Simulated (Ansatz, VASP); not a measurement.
Ga: VASP beside Ansatz

```
Ga
1.0
     1.47869   -2.56696    0.00000
     1.47869    2.56696    0.00000
     0.00000    0.00000    2.81259
Ga
1
Cartesian
  1.4787 0.0000 0.0000
```

Alike in both runs: functional PBE; k mesh 22 × 22 × 20; occupations gaussian, width 0.1 eV; no spin polarisation.

Ansatz relaxed the structure, and its values are those at the end. VASP's run is a single point on that final structure, the one shown.

|  | VASP | Ansatz |
| --- | --- | --- |
| version | VASP 6.6.1 | Ansatz 0.2.0 |
| potentials or method | VASP PAW PBE potentials, release 64 (Ga_d) | scalar-relativistic, plane waves, PAW |
| plane-wave cutoff (eV) | 520 | 420 |
| valence electrons in the cell | 13 | 13 |

|  | VASP | Ansatz | Ansatz less VASP |
| --- | --- | --- | --- |
| gap on the k mesh at the Fermi level (eV) | none | none | - |
| pressure (GPa) | -3.3 | -3.5 | -0.13 |

A gap of «none» marks a metal or a gap that the smearing closes.
